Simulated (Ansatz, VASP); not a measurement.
## Ga: VASP beside Ansatz

```
Ga
1.0
     2.79682    0.00000    0.00000
     0.00000    3.30334    0.00000
    -1.35233    0.00000    4.01670
Ga
2
Direct
  0.13460 0.75000 0.77017
  0.86540 0.25000 0.22983
```

Change from the starting cell: volume scaled by 1.02.

Alike in both runs: task single point; functional LDA; k mesh 10 × 8 × 7; occupations fermi-dirac, width 0.05 eV; no spin polarisation.

|  | VASP | Ansatz |
| --- | --- | --- |
| version | VASP 6.6.1 | Ansatz 0.2.0 |
| potentials or method | VASP PAW LDA potentials, release 64 (Ga_d), cutoff 520 eV | all-electron LAPW, scalar-relativistic |

|  | VASP | Ansatz | Ansatz less VASP |
| --- | --- | --- | --- |
| gap on the k mesh at the Fermi level (eV) | none | none | - |
| pressure (GPa) | -3.7 | -3.7 | -0.06 |
| largest component of the traceless stress (GPa) | 0.92 | 0.92 | -0.003 |
| rms of the force components (eV/Å) | 0.033 | 0.033 | +0.0004 |

Atom by atom the forces differ by 0.000 eV/Å (rms over components). A gap of «none» marks a metal or a gap that the smearing closes. Ansatz ran all-electron here, so the differences hold the error of VASP's frozen core and of both bases.
